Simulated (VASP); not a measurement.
# GaAs (F-43m): a series in biaxial strain in the (001) plane, part 2 of 2

Strain engineering needs slopes: what does biaxial strain in the (001) plane do to the lattice and the band edges of GaAs?

VASP 6.6.1, plane waves and PAW; the level of theory is named at each step.

So far. Step 5 (Band edges, r2SCAN with spin-orbit coupling): The run ends at a pressure of 4.29 GPa.

### Step 6. The whole series

LASPH is off in runs at LDA and on in runs at TB-mBJ and r2SCAN.

Runs beyond LDA use the data sets made with LDA; this shifts their levels slightly, and their total energies have another zero (at TB-mBJ, which has no energy functional, they mean nothing).

The other members went through these steps as far as the tables show, with the same cutoff and, step by step, the same mesh; 38 runs are not shown. The session took 5.5 core hours (wall time by ranks) on a shared machine.

| in-plane strain (%) | strain along the normal (%) | in-plane stress, tension positive (GPa) | energy above the unstrained row (meV/atom) | gap on the mesh, LDA (eV) |
| --- | --- | --- | --- | --- |
| -2.000 | 1.795 | -2.616 | 7.265 | 0.594 |
| -1.500 | 1.349 | -1.925 | 4.092 | 0.576 |
| -1.000 | 0.905 | -1.257 | 1.839 | 0.555 |
| -0.500 | 0.449 | -0.617 | 0.484 | 0.535 |
| 0 | 0.000 | 0.007 | 0.000 | 0.512 |
| 0.500 | -0.459 | 0.604 | 0.360 | 0.433 |
| 1.000 | -0.924 | 1.177 | 1.519 | 0.356 |
| 1.500 | -1.390 | 1.732 | 3.467 | 0.280 |
| 2.000 | -1.859 | 2.266 | 6.164 | 0.205 |

Slopes at zero strain, from cubics through all rows: strain ratio -0.913, stress over strain 122 GPa. For a cubic crystal strained in (001) the ratio is −2C₁₂/C₁₁.

Band edges at TB-mBJ with spin-orbit coupling, counted from the valence-band top at Γ, spin-orbit pairs averaged, with one row partly withheld:

| in-plane strain (%) | gap (eV) | conduction band at Γ (eV) | Δ or X valley along z (eV) | Δ or X valley along x (eV) | lowest conduction level at L, [111] (eV) | lowest conduction level at L, [-111] (eV) | second valence level below the top (eV) | third valence level below the top (eV) |
| --- | --- | --- | --- | --- | --- | --- | --- | --- |
| -2.000 | 1.691 | 1.758 | 1.999 | 1.691 | 1.711 | 1.711 | 0.118 | 0.454 |
| -1.500 | ? | ? | 1.981 | 1.750 | 1.731 | 1.731 | 0.097 | 0.409 |
| -1.000 | 1.722 | 1.722 | 1.962 | 1.807 | 1.746 | 1.746 | 0.070 | 0.371 |
| -0.500 | 1.702 | 1.702 | 1.941 | 1.864 | 1.758 | 1.758 | 0.037 | 0.342 |
| 0 | 1.679 | 1.679 | 1.919 | 1.919 | 1.764 | 1.764 | 0.000 | 0.318 |
| 0.500 | 1.615 | 1.615 | 1.855 | 1.934 | 1.726 | 1.726 | 0.041 | 0.341 |
| 1.000 | 1.548 | 1.548 | 1.787 | 1.945 | 1.683 | 1.683 | 0.083 | 0.370 |
| 1.500 | 1.478 | 1.478 | 1.716 | 1.954 | 1.634 | 1.634 | 0.127 | 0.404 |
| 2.000 | 1.406 | 1.406 | 1.643 | 1.962 | 1.582 | 1.582 | 0.171 | 0.439 |

Conduction masses, in electron masses:

| in-plane strain (%) | conduction mass at Γ, along the strain axis or the normal of the plane | conduction mass at Γ, across the strain axis or in the plane | L [111] mass, longitudinal | L [111] mass, transverse along [1-10] |
| --- | --- | --- | --- | --- |
| -2.000 | 0.103 | 0.102 | 1.711 | 0.147 |
| -1.500 | 0.102 | 0.101 | 1.713 | 0.142 |
| -1.000 | 0.100 | 0.099 | 1.730 | 0.138 |
| -0.500 | 0.098 | 0.098 | 1.756 | 0.135 |
| 0 | 0.096 | 0.096 | 1.739 | 0.132 |
| 0.500 | 0.093 | 0.094 | 1.728 | 0.129 |
| 1.000 | 0.091 | 0.093 | 1.744 | 0.128 |
| 1.500 | 0.089 | 0.091 | 1.729 | 0.125 |
| 2.000 | 0.086 | 0.089 | 1.699 | 0.123 |

Band edges at r2SCAN with spin-orbit coupling, counted from the valence-band top at Γ, spin-orbit pairs averaged:

| in-plane strain (%) | gap (eV) | conduction band at Γ (eV) | Δ or X valley along z (eV) | Δ or X valley along x (eV) | lowest conduction level at L, [111] (eV) | lowest conduction level at L, [-111] (eV) | second valence level below the top (eV) | third valence level below the top (eV) |
| --- | --- | --- | --- | --- | --- | --- | --- | --- |
| -2.000 | 1.158 | 1.159 | 1.657 | 1.327 | 1.278 | 1.278 | 0.121 | 0.469 |
| -1.500 | 1.138 | 1.138 | 1.636 | 1.386 | 1.296 | 1.296 | 0.098 | 0.425 |
| -1.000 | 1.116 | 1.116 | 1.609 | 1.443 | 1.309 | 1.309 | 0.070 | 0.389 |
| -0.500 | 1.093 | 1.093 | 1.583 | 1.500 | 1.318 | 1.318 | 0.037 | 0.359 |
| 0 | 1.069 | 1.069 | 1.556 | 1.556 | 1.322 | 1.322 | 0.000 | 0.337 |
| 0.500 | 1.003 | 1.003 | 1.487 | 1.572 | 1.283 | 1.283 | 0.040 | 0.359 |
| 1.000 | 0.935 | 0.935 | 1.415 | 1.584 | 1.238 | 1.238 | 0.083 | 0.388 |
| 1.500 | 0.864 | 0.864 | 1.341 | 1.596 | 1.189 | 1.189 | 0.126 | 0.420 |
| 2.000 | 0.793 | 0.793 | 1.264 | 1.606 | 1.136 | 1.136 | 0.169 | 0.455 |

Conduction masses, in electron masses:

| in-plane strain (%) | conduction mass at Γ, along the strain axis or the normal of the plane | conduction mass at Γ, across the strain axis or in the plane | L [111] mass, longitudinal | L [111] mass, transverse along [1-10] |
| --- | --- | --- | --- | --- |
| -2.000 | 0.070 | 0.065 | 1.666 | 0.121 |
| -1.500 | 0.068 | 0.064 | 1.690 | 0.118 |
| -1.000 | 0.065 | 0.063 | 1.687 | 0.115 |
| -0.500 | 0.063 | 0.061 | 1.715 | 0.113 |
| 0 | 0.060 | 0.060 | 1.721 | 0.111 |
| 0.500 | 0.057 | 0.058 | 1.692 | 0.108 |
| 1.000 | 0.054 | 0.057 | 1.712 | 0.107 |
| 1.500 | 0.051 | 0.055 | 1.696 | 0.105 |
| 2.000 | 0.048 | 0.054 | 1.650 | 0.103 |

### Step 7. A fit to the known rows

The quantity to fit is the conduction level at Γ above the mean of the three top valence levels at TB-mBJ with spin-orbit coupling: 1.949, 1.869, 1.828, 1.785, 1.742, 1.699, 1.655, 1.609 eV in the rows shown.

A least-squares parabola through the 8 rows shown, with e the strain in %: E = − 0.001548 e² − 0.08485 e + 1.785 (eV), r.m.s. residual 2.4e-4 eV.

At e = -1.5 this predicts 1.9091 eV.

### Step 8. Prediction against calculation

The calculation gives 1.9093 eV, so the prediction is 0.0002 eV too low.

### Step 9. Summary of results

* ratio of normal to in-plane strain: -0.913
* biaxial modulus: 122 GPa
* gap of the unstrained cell, TB-mBJ with spin-orbit coupling: 1.68 eV
* gap of the unstrained cell, r2SCAN with spin-orbit coupling: 1.07 eV
* slope at zero strain of the conduction level at Γ above the mean of the three top valence levels, TB-mBJ with spin-orbit coupling: -85 meV per %
* error of the predicted row: -0.2 meV

As a check, the curvature of the energy gives 122 GPa for the same modulus (energy per volume = M × strain²), 0 % from the slope of the stress. At TB-mBJ with spin-orbit coupling the lowest conduction valley is in turn Δ or X, L, Γ from the first row to the last, and the gap runs between 1.41 and 1.73 eV. At zero strain Γ and L lie only 85 meV apart here, so their order is sensitive to the level and the lattice constant. At r2SCAN with spin-orbit coupling the lowest conduction valley is Γ throughout, and the gap runs between 0.79 and 1.16 eV. Hole masses are left out throughout, since the top bands are degenerate or cross in many series; of conduction masses, those of the Γ, L and (for Si and Ge under (001) strain) Δ valleys are kept where they change by under an eighth between rows. A measured gap of unstrained GaAs is 1.42 eV (arxiv:0805.2212, direct gap E0 at Gamma from PR, 300 K); the static gaps here belong to the lattice relaxed at LDA. TB-mBJ is a potential fitted for gaps; it has no energy functional, so its total energies and forces mean nothing, and its bands tend to come out too narrow. r2SCAN opens gaps somewhat over GGA but leaves them below measured values as a rule. Δ or X levels are the lowest on their line, refined by a parabola unless they lie at X; the gap is read from all points sampled and can differ from the lowest valley by some meV, or by tens of meV where strain moves the valence top off Γ. Temperature, zero-point motion and excitons are left out.

[Hosts, paths, dates, database ids (printed as entryN), source tags and the programs' standing remarks are cut or masked in the printed files.]

[In band tables of VASP the shares of atoms and orbitals are scaled to a sum of 1 inside the atoms' spheres.]
